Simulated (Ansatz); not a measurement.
Input, command and steps of an Ansatz relaxation.

```yaml
crystal:
  lattice:
    - [1.23247939, 0.7115723076, 3.3565027372]
    - [-1.23247939, 0.7115723076, 3.3565027372]
    - [0.0, -1.4231446152, 3.3565027372]
  atoms:
    - { symbol: C, position: [0.833392983, 0.833392983, 0.833392983] }
    - { symbol: C, position: [0.166607017, 0.166607017, 0.166607017] }
basis:
  ecutwfc: 420
kpoints:
  mp_grid: { grid: [15, 15, 15] }
hamiltonian:
  xc: pbesol
scf:
  occupations: { method: gaussian, width: 0.02 }
output:
  forces: true
  stress: true
  eigenvalues: true
relax:
  adjacent_minimum: "off"
  f_tol: 0.005
  max_steps: 50
  cell: { stress_tol: 0.05 }
```

```bash
ansatz run input.yaml --threads 1 --pin off --max-ram 2560MiB --backend cpu --events-out ev --progress --plain --runs-dir out
```

All numbers below come from DFT PBEsol, scalar-relativistic, plane waves, PAW (Ansatz).

Of 13 frames 10 are shown, positions in Å and forces in eV/Å; the SCF threshold varies from step to step. Steps run on the plane waves of an earlier cell, with a Pulay correction in the pressure. The basis is chosen afresh for the last frame, the zero of the energies, and at times for earlier ones too; energy and pressure step there, also at an unchanged geometry.

```xyz
2
Lattice="1.2325 0.7116 3.3565 -1.2325 0.7116 3.3565 0.0000 -1.4231 3.3565" Properties=species:S:1:pos:R:3:forces:R:3 pbc="T T T" step=1 free_energy_over_end_meV_per_atom=2.48 pressure_GPa=-1.70
C     0.0000    0.0000    8.3919    0.0000    0.0000    0.0017
C     0.0000    0.0000    1.6777    0.0000    0.0000   -0.0017
2
Lattice="1.2303 0.7103 3.4262 -1.2303 0.7103 3.4262 0.0000 -1.4207 3.4262" Properties=species:S:1:pos:R:3:forces:R:3 pbc="T T T" step=2 free_energy_over_end_meV_per_atom=1.68 pressure_GPa=-0.50
C     0.0000    0.0000    8.5662    0.0000    0.0000   -0.0048
C     0.0000    0.0000    1.7124    0.0000    0.0000    0.0048
2
Lattice="1.2293 0.7097 3.4729 -1.2293 0.7097 3.4729 0.0000 -1.4195 3.4729" Properties=species:S:1:pos:R:3:forces:R:3 pbc="T T T" step=4 free_energy_over_end_meV_per_atom=1.86 pressure_GPa=0.01
C     0.0000    0.0000    8.6827    0.0000    0.0000   -0.0008
C     0.0000    0.0000    1.7359    0.0000    0.0000    0.0008
2
Lattice="1.2293 0.7097 3.4729 -1.2293 0.7097 3.4729 0.0000 -1.4195 3.4729" Properties=species:S:1:pos:R:3:forces:R:3 pbc="T T T" step=5 free_energy_over_end_meV_per_atom=0.44 pressure_GPa=0.23
C     0.0000    0.0000    8.6827    0.0000    0.0000   -0.0007
C     0.0000    0.0000    1.7359    0.0000    0.0000    0.0007
2
Lattice="1.2294 0.7098 3.5211 -1.2294 0.7098 3.5211 0.0000 -1.4196 3.5211" Properties=species:S:1:pos:R:3:forces:R:3 pbc="T T T" step=6 free_energy_over_end_meV_per_atom=0.70 pressure_GPa=0.09
C     0.0000    0.0000    8.8030    0.0000    0.0000    0.0066
C     0.0000    0.0000    1.7603    0.0000    0.0000   -0.0066
2
Lattice="1.2295 0.7098 3.5392 -1.2295 0.7098 3.5392 0.0000 -1.4197 3.5392" Properties=species:S:1:pos:R:3:forces:R:3 pbc="T T T" step=8 free_energy_over_end_meV_per_atom=0.09 pressure_GPa=0.05
C     0.0000    0.0000    8.8485    0.0000    0.0000    0.0000
C     0.0000    0.0000    1.7692    0.0000    0.0000    0.0000
2
Lattice="1.2295 0.7098 3.5665 -1.2295 0.7098 3.5665 0.0000 -1.4197 3.5665" Properties=species:S:1:pos:R:3:forces:R:3 pbc="T T T" step=9 free_energy_over_end_meV_per_atom=0.31 pressure_GPa=0.02
C     0.0000    0.0000    8.9166    0.0000    0.0000   -0.0001
C     0.0000    0.0000    1.7829    0.0000    0.0000    0.0001
2
Lattice="1.2295 0.7098 3.5742 -1.2295 0.7098 3.5742 0.0000 -1.4197 3.5742" Properties=species:S:1:pos:R:3:forces:R:3 pbc="T T T" step=10 free_energy_over_end_meV_per_atom=0.39 pressure_GPa=0.00
C     0.0000    0.0000    8.9359    0.0000    0.0000    0.0000
C     0.0000    0.0000    1.7867    0.0000    0.0000    0.0000
2
Lattice="1.2295 0.7098 3.5877 -1.2295 0.7098 3.5877 0.0000 -1.4197 3.5877" Properties=species:S:1:pos:R:3:forces:R:3 pbc="T T T" step=12 free_energy_over_end_meV_per_atom=0.14 pressure_GPa=0.00
C     0.0000    0.0000    8.9696    0.0000    0.0000    0.0000
C     0.0000    0.0000    1.7935    0.0000    0.0000    0.0000
2
Lattice="1.2295 0.7098 3.5877 -1.2295 0.7098 3.5877 0.0000 -1.4197 3.5877" Properties=species:S:1:pos:R:3:forces:R:3 pbc="T T T" step=13 free_energy_over_end_meV_per_atom=0.00 pressure_GPa=0.00
C     0.0000    0.0000    8.9696    0.0000    0.0000   -0.0001
C     0.0000    0.0000    1.7935    0.0000    0.0000    0.0001
```

Time: 43 s on 1 thread of Intel(R) Xeon(R) Platinum 8375C CPU @ 2.90GHz (Ice Lake) (shared host), peak memory 0.41 GiB.

The cell holds layers, and where no dispersion correction was added their binding is poorly described.